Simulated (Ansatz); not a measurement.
# One structure type (P6_3/mmc), one member withheld

All numbers below come from DFT, PBE, all-electron LAPW, scalar-relativistic (Ansatz 0.2.0).

All cells have space group P6_3/mmc and are held fixed (conventional cell and sites). Prototypes and MP cells are computed structures that needn't be known or stable phases of these compounds. Gaps are the smallest over the k mesh and a high-symmetry path; Bader charges come from PAW runs of the same cells. Semilocal functionals give too small gaps and can close them; gaps under 0.4 eV may also close off the mesh. Rows with a moment start ferromagnetic; other orders may lie lower, and can open a gap.

Spin–orbit coupling is left out, though it moves levels of the heavy atoms by tenths of an eV or more.

Where the f shell is localised, expect the real compound to differ from this run without U.

Be: a = 2.30 Å, b = 2.30 Å, c = 3.60 Å, α = 90.00°, β = 90.00°, γ = 120.00°; Be 2c (0.333 0.667 0.250); 20×20×11 mesh, smearing 0.05 eV, COD 9012017, measured, may be off
Gd: a = 3.64 Å, b = 3.64 Å, c = 5.78 Å, α = 90.00°, β = 90.00°, γ = 120.00°; Gd 2c (0.333 0.667 0.250); 12×12×7 mesh, smearing 0.05 eV, COD 9008499, measured
Ti: a = 2.95 Å, b = 2.95 Å, c = 4.69 Å, α = 90.00°, β = 90.00°, γ = 120.00°; Ti 2c (0.333 0.667 0.250); 13×13×7 mesh, smearing 0.08 eV, COD 9008517, reported

```csv
compound,P (GPa),gap (eV),cell moment (μB)
Gd,0.5,none,15.3
Ti,-1.6,none,unpolarised run
```

Q: Predict the row of Be (no spin polarisation).

A: P (GPa): -4.7, gap (eV): none.
